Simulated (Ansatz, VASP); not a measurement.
One calculation of Si, two programs

```
Si
1.0
     0.00000    2.70166    2.70166
     2.70166    0.00000    2.70166
     2.70166    2.70166    0.00000
Si
2
Direct
  0.50000 0.50000 0.50000
  0.75000 0.75000 0.75000
```

Alike in both runs: task single point; functional LDA; k mesh 10 × 10 × 10; no spin polarisation.

|  | VASP | Ansatz |
| --- | --- | --- |
| version | VASP 6.6.1 | Ansatz 0.2.0 |
| potentials or method | VASP PAW LDA potentials, release 64 (Si) | plane waves (420 eV) with PAW, scalar-relativistic |
| plane-wave cutoff (eV) | 520 | 420 |
| occupations | methfessel-paxton of order 1, width 1 eV | cold, width 1 eV |
| valence electrons in the cell | 8 | 8 |

Ansatz gave:

```
pressure (GPa) : -0.6
```

Problem. What did VASP give for the same quantities?

Solution. Pressure (GPa): -0.2.

Ansatz warned: «pseudo_functional_mismatch».
